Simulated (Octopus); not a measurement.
# InP (F-43m) in Octopus: equation of state

Aim: energy against volume of InP in PBE, for its equilibrium volume and stiffness.

Program: Octopus 16.4. These are calculated values, not measurements. Logs are shortened: lines on timing, memory, paths and dates and some standing lists are left out, and cuts for length are marked.

## Step 1: Starting point

It takes space group F-43m (No. 216, cubic). Conventional cell: a = 5.861 Å, b = 5.861 Å, c = 5.861 Å, α = 90.00°, β = 90.00°, γ = 90.00°. In (site symmetry -43m) is surrounded by 4 P at 2.54 Å. P (site symmetry -43m) is surrounded by 4 In at 2.54 Å.

## Step 2: Equation of state, PBE, 25.17 Å³/atom

File inp:

```
CalculationMode = gs
UnitsOutput = eV_Angstrom
PeriodicDimensions = 3
ExperimentalFeatures = yes
PseudopotentialSet = pseudodojo_pbe
%LatticeParameters
 1*angstrom | 1*angstrom | 1*angstrom
%
%LatticeVectors
 0 | 2.9305 | 2.9305
 2.9305 | 0 | 2.9305
 2.9305 | 2.9305 | 0
%
%ReducedCoordinates
 "In" | 0 | 0 | 0
 "P" | 0.75 | 0.75 | 0.75
%
%Spacing
 0.14290872*angstrom | 0.14290872*angstrom | 0.14290872*angstrom
%
DerivativesOrder = 8
%KPointsGrid
 8 | 8 | 8
%
KPointsUseSymmetries = yes
XCFunctional = gga_x_pbe + gga_c_pbe
SmearingFunction = fermi_dirac
Smearing = 0.05*eV
ExtraStates = 6
Eigensolver = chebyshev_filter
ConvRelDens = 3e-7
MaximumIter = 120
%Output
 density | cube
 elf | cube
 potential | cube
%
```

Potentials or basis: pseudodojo_pbe (PseudoDojo 0.5, PBE).

On the command line:

```
$ OMP_NUM_THREADS=1 octopus > out.log
```

out.log:

```text
Running octopus

[... 17 lines left out ...]

****************************** Species *******************************
  Species 'In'
    type             : pseudopotential
    file             : 'In.upf'
    file format      : UPF2
    valence charge   : 13.0
    atomic number    :  49
    form on file     : kleinman-bylander
    lmax             : 2
    llocal           : -1
    projectors per l : 2
    total projectors : 6
    application form : kleinman-bylander
    orbitals         :  9
    bound orbitals   :  9

  Species 'P'
    type             : pseudopotential
    file             : 'P.upf'
    file format      : UPF2
    valence charge   : 5.0
    atomic number    :  15
    form on file     : kleinman-bylander
    lmax             : 2
    llocal           : -1
    projectors per l : 2
    total projectors : 6
    application form : kleinman-bylander
    orbitals         :  4
    bound orbitals   :  4

**********************************************************************

***************************** Symmetries *****************************
Space group No.  216
International: F-43m
Schoenflies: Td^2
Info: The system has    24 symmorphic symmetries that can be used.
  Index                Rotation matrix                      Fractional translations
    1 :     1   0   0     0   1   0     0   0   1      0.000000    0.000000    0.000000
    2 :     0   0  -1     1   0  -1     0   1  -1      0.000000    0.000000    0.000000
    3 :     0  -1   1     0  -1   0     1  -1   0      0.000000    0.000000    0.000000
    4 :    -1   1   0    -1   0   1    -1   0   0      0.000000    0.000000    0.000000
    5 :    -1   0   0    -1   0   1    -1   1   0      0.000000    0.000000    0.000000
    6 :     1  -1   0     0  -1   0     0  -1   1      0.000000    0.000000    0.000000
[... 16 lines left out ...]
   23 :     1   0  -1     0   0  -1     0   1  -1      0.000000    0.000000    0.000000
[... 222 lines left out ...]
      1      29      -10.238812    2.000000   ( 1.1E-03)
      1      28      -10.225595    2.000000   ( 2.0E-03)
      1      26      -10.223714    2.000000   ( 1.0E-03)
      1      25      -10.213489    2.000000   ( 1.5E-03)
      1      27      -10.211056    2.000000   ( 1.6E-03)
      1      23      -10.206740    2.000000   ( 1.8E-03)
      1      24      -10.205243    2.000000   ( 6.9E-04)
      1      21      -10.197458    2.000000   ( 1.5E-03)
[... 23 lines left out ...]
     15       9       16.110249    0.000000   ( 8.5E-02)
     15      26       16.230128    0.000000   ( 1.2E-01)
     15      25       16.527457    0.000000   ( 1.4E-01)
     15      14       16.640614    0.000000   ( 9.4E-02)
     15      23       16.767437    0.000000   ( 1.3E-01)
     15      20       16.914388    0.000000   ( 9.9E-02)
     15      29       17.516897    0.000000   ( 1.4E-01)
     15      24       17.931542    0.000000   ( 9.4E-02)

Density of states:

-%--------------------------------------------------------------------
-%--------------------------------------------------------------------
-%--------------------------------------------------------------------
-%--------------------------------------------------------------------
-%--------------------------------------------------------------------
-%--------------------------------------------------------------------
-%--------------------------------------------------------------------
-%--------------------------------------------------------------------
%%--------------------------------------------------------------------
%%------%%----------%----%%%%%%--------%-%%-%-%%%%%--%--%%----%-------
                                  ^

Fermi energy =     3.456390 eV

**********************************************************************

*********************** SCF CYCLE ITER #    2 ************************
 etot  = -1.99559520E+03 abs_ev   =  3.09E+00 rel_ev   =  2.72E-02
 ediff =        3.23E-01 abs_dens =  4.15E-01 rel_dens =  2.31E-02
Matrix vector products: 725
Converged eigenvectors: 0
[... 151 lines left out ...]
*********************** SCF CYCLE ITER #   15 ************************
 etot  = -1.99715944E+03 abs_ev   =  4.79E-06 rel_ev   =  4.21E-08
 ediff =        5.99E-07 abs_dens =  5.93E-07 rel_dens =  3.30E-08
Matrix vector products: 725
Converged eigenvectors: 190

#  State  KPoint  Eigenvalue [eV]  Occupation    Error
      1      29      -10.821098    2.000000   ( 2.5E-08)
      1      26      -10.807566    2.000000   ( 2.5E-08)
      1      28      -10.805903    2.000000   ( 1.7E-08)
      1      24      -10.798444    2.000000   ( 1.8E-08)
      1      25      -10.793540    2.000000   ( 1.4E-08)
      1      27      -10.787836    2.000000   ( 1.7E-08)
      1      23      -10.786996    2.000000   ( 1.7E-08)
      1      21      -10.786726    2.000000   ( 1.7E-08)
[... 23 lines left out ...]
     15      17       14.484895    0.000000   ( 1.6E-02)
     15      29       14.503442    0.000000   ( 1.9E-02)
     15      26       14.546633    0.000000   ( 1.7E-02)
     15      28       14.836478    0.000000   ( 1.3E-02)
     15      23       14.885879    0.000000   ( 1.4E-02)
     15       9       14.905890    0.000000   ( 2.6E-02)
     15      27       14.922299    0.000000   ( 1.3E-02)
     15      21       15.044772    0.000000   ( 1.0E-02)

Density of states:

-%--------------------------------------------------------------------
-%--------------------------------------------------------------------
-%--------------------------------------------------------------------
-%--------------------------------------------------------------------
-%--------------------------------------------------------------------
-%--------------------------------------------------------------------
-%--------------------------------------------------------------------
%%--------------------------------------------------------------------
%%--------------------------------------------------------------------
%%----------%%%---------%-----%%%%%%%--------%-%--%%%%%%-%-%%-%%%--%--
                                        ^

Fermi energy =     3.988759 eV

**********************************************************************

Info: SCF converged in   15 iterations

** Warning:
**   Some of the states are not fully converged!

Info: Number of matrix-vector products:      10875
Info: Writing output to static/

Info: Finished writing information to 'restart/gs'.

Octopus emitted 20 warnings.
```

static/info:

```text
**

********************** Brillouin zone sampling ***********************
Dimensions of the k-point grid      =  8  8  8
Total number of k-points            = 512
[... 545 lines left out ...]
      rel_energy =  8.16497300E-09 ( 0.00000000E+00)
      abs_dens =  5.93349631E-07 ( 0.00000000E+00)
      rel_dens =  3.29638684E-08 ( 3.00000000E-07)
      abs_evsum =  4.78578227E-06 ( 0.00000000E+00) [eV]
      rel_evsum =  4.20716822E-08 ( 0.00000000E+00)

Forces on the ions [eV/A]
 Ion                        x              y              z
   1        In  -2.83568892E-23   0.00000000E+00   2.83568892E-23
   2         P   2.83568892E-23   0.00000000E+00  -2.83568892E-23
 ----------------------------------------------------------
 Max abs force   2.83568892E-23   0.00000000E+00   2.83568892E-23
   Total force   0.00000000E+00   0.00000000E+00   0.00000000E+00
```

Run time: 4.2 min. Hardware: 1 thread of Arm Neoverse V1, shared host; peak memory 0.7 GiB.

Results:

```
Free energy            : -1997.1594 eV
Band gap on the k mesh : 0.71 eV, direct
```

Caveat: spin-orbit coupling is left out, which moves the levels of the heavy elements.

## Step 3: Equation of state, PBE, 24.66 Å³/atom (volume scaled by 0.98)

Edit inp of step 2 so:

```diff
@@ -9,5 +9,5 @@
 %LatticeVectors
- 0 | 2.9305 | 2.9305
- 2.9305 | 0 | 2.9305
- 2.9305 | 2.9305 | 0
+ 0 | 2.9108316221 | 2.9108316221
+ 2.9108316221 | 0 | 2.9108316221
+ 2.9108316221 | 2.9108316221 | 0
 %
@@ -18,3 +18,3 @@
 %Spacing
- 0.14290872*angstrom | 0.14290872*angstrom | 0.14290872*angstrom
+ 0.14194957*angstrom | 0.14194957*angstrom | 0.14194957*angstrom
 %
@@ -32,6 +32 @@
 MaximumIter = 120
-%Output
- density | cube
- elf | cube
- potential | cube
-%
```

Potentials or basis: pseudodojo_pbe (PseudoDojo 0.5, PBE).

On the command line:

```
$ OMP_NUM_THREADS=1 octopus > out.log
```

Run time: 4.2 min. Hardware: 1 thread of Arm Neoverse V1, shared host; peak memory 0.7 GiB.

It converged, with:

```yaml
Free_energy: -1997.1294 eV
Band_gap_on_the_k_mesh: 0.82 eV, direct
```

Caveat: spin-orbit coupling is left out, which moves the levels of the heavy elements.

## Step 4: Equation of state, PBE, 25.67 Å³/atom (volume scaled by 1.02)

Edit inp of step 3 so:

```diff
@@ -9,5 +9,5 @@
 %LatticeVectors
- 0 | 2.9108316221 | 2.9108316221
- 2.9108316221 | 0 | 2.9108316221
- 2.9108316221 | 2.9108316221 | 0
+ 0 | 2.9499078504 | 2.9499078504
+ 2.9499078504 | 0 | 2.9499078504
+ 2.9499078504 | 2.9499078504 | 0
 %
@@ -18,3 +18,3 @@
 %Spacing
- 0.14194957*angstrom | 0.14194957*angstrom | 0.14194957*angstrom
+ 0.14385516*angstrom | 0.14385516*angstrom | 0.14385516*angstrom
 %
```

Potentials or basis: pseudodojo_pbe (PseudoDojo 0.5, PBE).

On the command line:

```
$ OMP_NUM_THREADS=1 octopus > out.log
```

out.log:

```text
Running octopus

[... 17 lines left out ...]

****************************** Species *******************************
  Species 'In'
    type             : pseudopotential
    file             : 'In.upf'
    file format      : UPF2
    valence charge   : 13.0
    atomic number    :  49
    form on file     : kleinman-bylander
    lmax             : 2
    llocal           : -1
    projectors per l : 2
    total projectors : 6
    application form : kleinman-bylander
    orbitals         :  9
    bound orbitals   :  9

  Species 'P'
    type             : pseudopotential
    file             : 'P.upf'
    file format      : UPF2
    valence charge   : 5.0
    atomic number    :  15
    form on file     : kleinman-bylander
    lmax             : 2
    llocal           : -1
    projectors per l : 2
    total projectors : 6
    application form : kleinman-bylander
    orbitals         :  4
    bound orbitals   :  4

[... 312 lines left out ...]
 etot  = -1.99567557E+03 abs_ev   =  3.04E+00 rel_ev   =  2.62E-02
 ediff =        3.19E-01 abs_dens =  4.22E-01 rel_dens =  2.35E-02
Matrix vector products: 725
Converged eigenvectors: 0
[... 139 lines left out ...]
*********************** SCF CYCLE ITER #   14 ************************
 etot  = -1.99718077E+03 abs_ev   =  1.09E-05 rel_ev   =  9.42E-08
 ediff =        1.48E-06 abs_dens =  2.65E-06 rel_dens =  1.47E-07
Matrix vector products: 725
Converged eigenvectors: 0

#  State  KPoint  Eigenvalue [eV]  Occupation    Error
      1      29      -10.949853    2.000000   ( 3.3E-08)
      1      26      -10.937041    2.000000   ( 4.1E-08)
      1      28      -10.935458    2.000000   ( 5.2E-08)
      1      24      -10.928463    2.000000   ( 5.4E-08)
      1      25      -10.923718    2.000000   ( 5.4E-08)
      1      27      -10.918333    2.000000   ( 4.1E-08)
      1      23      -10.917522    2.000000   ( 5.3E-08)
      1      21      -10.917331    2.000000   ( 5.3E-08)
[... 23 lines left out ...]
     15      29       14.331722    0.000000   ( 2.2E-02)
     15      26       14.341177    0.000000   ( 2.4E-02)
     15      10       14.391333    0.000000   ( 4.0E-02)
     15      28       14.598296    0.000000   ( 2.1E-02)
     15      23       14.640566    0.000000   ( 2.1E-02)
     15      27       14.676589    0.000000   ( 1.8E-02)
     15       9       14.730715    0.000000   ( 2.5E-02)
     15      21       14.779602    0.000000   ( 1.9E-02)

Density of states:

-%--------------------------------------------------------------------
-%--------------------------------------------------------------------
-%--------------------------------------------------------------------
-%--------------------------------------------------------------------
-%--------------------------------------------------------------------
-%--------------------------------------------------------------------
-%--------------------------------------------------------------------
%%--------------------------------------------------------------------
%%--------------------------------------------------------------------
%%----------%%%---------%-----%-%%%%%--------%%%--%%%%%%-%-%%%%%%--%-%
                                       ^

Fermi energy =     3.752786 eV

**********************************************************************

Info: SCF converged in   14 iterations

** Warning:
**   Some of the states are not fully converged!

Info: Number of matrix-vector products:      10150
Info: Finished writing information to 'restart/gs'.

Octopus emitted 18 warnings.
```

static/info:

```text
**

********************** Brillouin zone sampling ***********************
Dimensions of the k-point grid      =  8  8  8
Total number of k-points            = 512
[... 545 lines left out ...]
      rel_energy =  2.01180960E-08 ( 0.00000000E+00)
      abs_dens =  2.65358520E-06 ( 0.00000000E+00)
      rel_dens =  1.47421400E-07 ( 3.00000000E-07)
      abs_evsum =  1.09480203E-05 ( 0.00000000E+00) [eV]
      rel_evsum =  9.42430288E-08 ( 0.00000000E+00)

Forces on the ions [eV/A]
 Ion                        x              y              z
   1        In   0.00000000E+00   0.00000000E+00   0.00000000E+00
   2         P   0.00000000E+00   0.00000000E+00   0.00000000E+00
 ----------------------------------------------------------
 Max abs force   0.00000000E+00   0.00000000E+00   0.00000000E+00
   Total force   0.00000000E+00   0.00000000E+00   0.00000000E+00
```

It took 4.1 min on 1 thread of Arm Neoverse V1, shared host; peak memory 0.7 GiB.

Results:

| Property | Result |
| --- | --- |
| Free energy | -1997.1808 eV |
| Band gap on the k mesh | 0.60 eV, direct |

Caveat: spin-orbit coupling is left out, which moves the levels of the heavy elements.

## Step 5: Equation of state, PBE, 24.16 Å³/atom (volume scaled by 0.96)

Edit inp of step 4 so:

```diff
@@ -9,5 +9,5 @@
 %LatticeVectors
- 0 | 2.9499078504 | 2.9499078504
- 2.9499078504 | 0 | 2.9499078504
- 2.9499078504 | 2.9499078504 | 0
+ 0 | 2.8908937935 | 2.8908937935
+ 2.8908937935 | 0 | 2.8908937935
+ 2.8908937935 | 2.8908937935 | 0
 %
@@ -18,3 +18,3 @@
 %Spacing
- 0.14385516*angstrom | 0.14385516*angstrom | 0.14385516*angstrom
+ 0.14097728*angstrom | 0.14097728*angstrom | 0.14097728*angstrom
 %
```

On the command line:

```
$ OMP_NUM_THREADS=1 octopus > out.log
```

It took 4.2 min on 1 thread of Arm Neoverse V1, shared host; peak memory 0.7 GiB.

The run converged. Its results:

- Free energy: -1997.0909 eV
- Band gap on the k mesh: 0.93 eV, direct

Caveat: spin-orbit coupling is left out, which moves the levels of the heavy elements.

## Step 6: Equation of state, PBE, 26.17 Å³/atom (volume scaled by 1.04)

Edit inp of step 5 so:

```diff
@@ -9,5 +9,5 @@
 %LatticeVectors
- 0 | 2.8908937935 | 2.8908937935
- 2.8908937935 | 0 | 2.8908937935
- 2.8908937935 | 2.8908937935 | 0
+ 0 | 2.9690636329 | 2.9690636329
+ 2.9690636329 | 0 | 2.9690636329
+ 2.9690636329 | 2.9690636329 | 0
 %
@@ -18,3 +18,3 @@
 %Spacing
- 0.14097728*angstrom | 0.14097728*angstrom | 0.14097728*angstrom
+ 0.14478931*angstrom | 0.14478931*angstrom | 0.14478931*angstrom
 %
```

Potentials or basis: pseudodojo_pbe (PseudoDojo 0.5, PBE).

On the command line:

```
$ OMP_NUM_THREADS=1 octopus > out.log
```

Wall time 4.1 min (1 thread of Arm Neoverse V1, shared host); peak memory 0.7 GiB.

It converged, with:

```
Free energy            : -1997.1951 eV
Band gap on the k mesh : 0.50 eV, direct
```

Caveat: spin-orbit coupling is left out, which moves the levels of the heavy elements.

## Step 7: Equation of state, PBE, 23.66 Å³/atom (volume scaled by 0.94)

Edit inp of step 6 so:

```diff
@@ -9,5 +9,5 @@
 %LatticeVectors
- 0 | 2.9690636329 | 2.9690636329
- 2.9690636329 | 0 | 2.9690636329
- 2.9690636329 | 2.9690636329 | 0
+ 0 | 2.8706770916 | 2.8706770916
+ 2.8706770916 | 0 | 2.8706770916
+ 2.8706770916 | 2.8706770916 | 0
 %
@@ -18,3 +18,3 @@
 %Spacing
- 0.14478931*angstrom | 0.14478931*angstrom | 0.14478931*angstrom
+ 0.13999140*angstrom | 0.13999140*angstrom | 0.13999140*angstrom
 %
@@ -32 +32,6 @@
 MaximumIter = 120
+%Output
+ density | cube
+ elf | cube
+ potential | cube
+%
```

On the command line:

```
$ OMP_NUM_THREADS=1 octopus > out.log
```

Wall time 4.2 min (1 thread of Arm Neoverse V1, shared host); peak memory 0.7 GiB.

Results (log left out):

```
Free energy            : -1997.0404 eV
Band gap on the k mesh : 1.05 eV, direct
```

Caveat: spin-orbit coupling is left out, which moves the levels of the heavy elements.

## Step 8: Equation of state, PBE, 26.68 Å³/atom (volume scaled by 1.06)

Edit inp of step 7 so:

```diff
@@ -9,5 +9,5 @@
 %LatticeVectors
- 0 | 2.8706770916 | 2.8706770916
- 2.8706770916 | 0 | 2.8706770916
- 2.8706770916 | 2.8706770916 | 0
+ 0 | 2.9879753761 | 2.9879753761
+ 2.9879753761 | 0 | 2.9879753761
+ 2.9879753761 | 2.9879753761 | 0
 %
@@ -18,3 +18,3 @@
 %Spacing
- 0.13999140*angstrom | 0.13999140*angstrom | 0.13999140*angstrom
+ 0.14571156*angstrom | 0.14571156*angstrom | 0.14571156*angstrom
 %
```

On the command line:

```
$ OMP_NUM_THREADS=1 octopus > out.log
```

Wall time 4.2 min (1 thread of Arm Neoverse V1, shared host); peak memory 0.69 GiB.

The run converged. Its results:

```
Free energy            : -1997.2017 eV
Band gap on the k mesh : 0.39 eV, direct
```

Caveat: spin-orbit coupling is left out, which moves the levels of the heavy elements.

## Step 9: Equation of state, PBE

Potentials or basis: pseudodojo_pbe (PseudoDojo 0.5, PBE).

No new run: the results of the series are fitted here.

What came out:

```yaml
Equilibrium_volume: "27.02 Å³/atom (rough: see the caveat)"
Bulk_modulus: 48 GPa (rough)
```

Energy against volume, from the lowest point:
| volume (Å³/atom) | energy (meV/atom) |
| --- | --- |
| 23.657 | 80.67 |
| 24.160 | 55.43 |
| 24.663 | 36.17 |
| 25.167 | 21.14 |
| 25.670 | 10.45 |
| 26.173 | 3.33 |
| 26.677 | 0.00 |

Caveat: the minimum lies outside the volumes run; the number of grid points is fixed, so the spacing changes with the cell, which shifts volumes and moduli.
